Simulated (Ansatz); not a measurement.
# Hf17O32: course of a relaxation

Method: DFT PBEsol, scalar-relativistic, plane waves, PAW (Ansatz). (420 eV cutoff, 2×2×2 k-mesh, shifted by half a step, Gaussian smearing of 0.01 eV, collinear spin)

What was changed: Hf interstitial, charge +1, atoms relaxed at the host's cell.

Spin-orbit coupling is left out, which matters for the bands and energies of heavy elements.

In a supercell of 49 atoms the defect feels its periodic images, and the cell reads as a metal on the mesh, so a level in the gap can't be told from a carrier in the bands.

Command:

```bash
ansatz run input.yaml --threads 4 --pin off --max-ram 10240MiB --backend cpu --events-out ev --progress --plain --runs-dir out
```

Input:

```yaml
crystal:
  lattice:
    - [-4.8301248092, 4.8301248092, 6.4194329052]
    - [4.8301248092, 4.8301248092, -6.4194329052]
    - [-4.8301248092, -4.8301248092, -6.4194329052]
  atoms:
    - { symbol: Hf, position: [0.0243429339, 0.2635212501, 0.2528584597] }
    - { symbol: Hf, position: [-0.0589984399, -0.0329087211, -0.0217811384] }
    - { symbol: Hf, position: [0.4756570661, 0.7285155258, 0.2391783162] }
    - { symbol: Hf, position: [0.5589984399, 0.5372173014, 0.0260897187] }
    - { symbol: Hf, position: [0.4892772078, 0.2435522821, 0.7454845946] }
    - { symbol: Hf, position: [0.5233410866, 0.006087714, 0.5163267494] }
    - { symbol: Hf, position: [0.0107227922, 0.7562073869, 0.7542750743] }
    - { symbol: Hf, position: [-0.0233410866, 0.4929856628, 0.4827466274] }
    - { symbol: Hf, position: [0.4980676875, 0.3795154054, 0.3687926131] }
    - { symbol: Hf, position: [0.5111275827, 0.0989102813, 0.1579087211] }
    - { symbol: Hf, position: [0.0106627904, 0.8721415403, 0.3964844742] }
    - { symbol: Hf, position: [0.0102390354, 0.6422533726, 0.118912286] }
    - { symbol: Hf, position: [0.0019323125, 0.3707249257, 0.8814477179] }
    - { symbol: Hf, position: [-0.0111275827, 0.1467811384, 0.5877826986] }
    - { symbol: Hf, position: [0.4893372096, 0.8858216838, 0.8614787499] }
    - { symbol: Hf, position: [0.4897609646, 0.6086732506, 0.6320143372] }
    - { symbol: O, position: [0.8010118098, 0.5446850337, 0.5240247675] }
    - { symbol: O, position: [0.8107729197, 0.2544196106, 0.2820635395] }
    - { symbol: O, position: [0.3121123645, 0.0115308319, 0.5367526243] }
    - { symbol: O, position: [0.309946849, 0.796889081, 0.2805927723] }
    - { symbol: O, position: [0.3107234531, 0.4826907741, 0.0254286426] }
    - { symbol: O, position: [0.3090386754, 0.3077753536, 0.7686819762], spin: 0.2 }
    - { symbol: O, position: [0.7944899797, 0.0504329622, 0.0264329959] }
    - { symbol: O, position: [0.7952082103, 0.7532454213, 0.7681116606] }
    - { symbol: O, position: [0.4793397338, 0.381326776, 0.5803149663] }
    - { symbol: O, position: [0.5148662393, 0.166962789, 0.3717545787] }
    - { symbol: O, position: [0.0427378685, 0.953032679, 0.6423092259] }
    - { symbol: O, position: [-0.0162963088, 0.638057768, 0.328110919] }
    - { symbol: O, position: [0.0252217925, 0.4255815327, 0.1134691681] }
    - { symbol: O, position: [-0.0390933774, 0.1262633219, 0.8172246464], spin: 0.2 }
    - { symbol: O, position: [0.4760000337, 0.8690570175, 0.0745670378] }
    - { symbol: O, position: [0.5276439289, 0.6813533091, 0.8705803894] }
    - { symbol: O, position: [0.4747782075, 0.5882473757, 0.4003597402] }
    - { symbol: O, position: [0.5390933774, 0.3563180238, 0.1653566992], spin: 0.2 }
    - { symbol: O, position: [0.0239999663, 0.0985670041, 0.3930569838] }
    - { symbol: O, position: [-0.0276439289, 0.8429364605, 0.1537093802] }
    - { symbol: O, position: [0.0206602662, 0.6009752325, 0.9019870423] }
    - { symbol: O, position: [-0.0148662393, 0.3568883394, 0.6520965496] }
    - { symbol: O, position: [0.4572621315, 0.0995713574, 0.9102948105] }
    - { symbol: O, position: [0.5162963088, 0.8444072277, 0.6543540767] }
    - { symbol: O, position: [0.1892765469, 0.2147051895, 0.171967321] }
    - { symbol: O, position: [0.1909613246, 0.9596433008, 0.9987366781], spin: 0.2 }
    - { symbol: O, position: [0.7055100203, 0.7319430162, 0.2559429825] }
    - { symbol: O, position: [0.7047917897, 0.4729034504, 0.958037211] }
    - { symbol: O, position: [0.6989881902, 0.2230129577, 0.743673224] }
    - { symbol: O, position: [0.6892270803, 0.9712906198, 0.4436466909] }
    - { symbol: O, position: [0.1878876355, 0.7246402598, 0.6994184673] }
    - { symbol: O, position: [0.190053151, 0.4706459233, 0.486942232] }
    - { symbol: Hf, position: [0.25, 0.1875, 0.9375], spin: 0.2 }
  host:
    lattice:
      - [4.8301248092, 0.0, 0.0]
      - [0.0, 4.8301248092, 0.0]
      - [0.0, 0.0, 3.2097164526]
    atoms:
      - { symbol: Hf, position: [0.0, 0.0, 0.0] }
      - { symbol: Hf, position: [0.5, 0.5, 0.5] }
      - { symbol: O, position: [0.1949699031, 0.8050300969, 0.5] }
      - { symbol: O, position: [0.3050300969, 0.3050300969, 0.0] }
      - { symbol: O, position: [0.6949699031, 0.6949699031, 0.0] }
      - { symbol: O, position: [0.8050300969, 0.1949699031, 0.5] }
total_charge: 1
basis:
  ecutwfc: 420
  xc_grid: 2
kpoints:
  mp_grid: { grid: [2, 2, 2], shift: [0.5, 0.5, 0.5] }
hamiltonian:
  xc: pbesol
scf:
  occupations: { method: gaussian, width: 0.01 }
output:
  forces: true
  stress: false
  eigenvalues: true
  populations: true
  charged_corrections:
    defect_position: [0.25, 0.1875, 0.9375]
    epsilon: [[27.3137, 0.0, 0.0], [0.0, 27.3137, 0.0], [0.0, 0.0, 31.2391]]
  write_density: true
  write_potential: true
  elf: true
  volumetric_format: npy
magnetization:
  spin_polarized: true
relax:
  adjacent_minimum: "off"
  f_tol: 0.025
  max_steps: 45
```

F is the free energy.

Steps:

```tsv
step	F − F(1) (eV)	largest force component (eV/Å)
1	0.0000	0.156
2	-0.0168	0.056
3	-0.0201	0.031
4	-0.0219	0.026
5	-0.0222	0.004
```

Relaxed structure:

```
CELL_PARAMETERS angstrom
-4.83012 4.83012 6.41943
4.83012 4.83012 -6.41943
-4.83012 -4.83012 -6.41943
ATOMIC_POSITIONS crystal
Hf 0.02253 0.26288 0.25147
Hf 0.94135 0.96669 0.97891
Hf 0.47747 0.72893 0.24035
Hf 0.55865 0.53756 0.02534
Hf 0.49146 0.24509 0.74655
Hf 0.52039 0.00462 0.51514
Hf 0.00854 0.75509 0.75363
Hf 0.97961 0.49475 0.48423
Hf 0.49854 0.37845 0.36991
Hf 0.51222 0.09966 0.15831
Hf 0.01142 0.87353 0.39607
Hf 0.01052 0.64077 0.12038
Hf 0.00146 0.37137 0.87991
Hf 0.98778 0.14609 0.58744
Hf 0.48858 0.88465 0.86212
Hf 0.48948 0.60986 0.63025
O 0.80179 0.54364 0.52389
O 0.81166 0.25620 0.28303
O 0.31224 0.01291 0.53735
O 0.31020 0.79470 0.28040
O 0.31063 0.48380 0.02535
O 0.30874 0.30637 0.76864
O 0.79453 0.04846 0.02678
O 0.79522 0.75507 0.76783
O 0.48024 0.38315 0.58136
O 0.51277 0.16515 0.36993
O 0.04155 0.95183 0.64120
O 0.98570 0.64050 0.33030
O 0.02444 0.42433 0.11209
O 0.96227 0.12737 0.81863
O 0.47832 0.87107 0.07654
O 0.52683 0.68047 0.86880
O 0.47556 0.58765 0.39990
O 0.53773 0.35636 0.16510
O 0.02168 0.09822 0.39275
O 0.97317 0.84197 0.15364
O 0.01976 0.60111 0.90290
O 0.98723 0.35717 0.65239
O 0.45845 0.09965 0.91028
O 0.51430 0.84460 0.65480
O 0.18937 0.21472 0.17317
O 0.19126 0.95990 0.99763
O 0.70547 0.73225 0.25393
O 0.70478 0.47261 0.95985
O 0.69821 0.22210 0.74185
O 0.68834 0.97136 0.44453
O 0.18776 0.72510 0.70067
O 0.18980 0.47020 0.48450
Hf 0.25000 0.18750 0.93750
```

The run converged. Time: 12 min on 4 threads of Arm Neoverse V2, with other jobs on the host, peak memory 4.6 GiB.

The relaxation kept the symmetry at the defect while a level is partly filled, so a distortion that splits the level (Jahn–Teller) was held off and may lie lower. The cell is also small for a charged defect.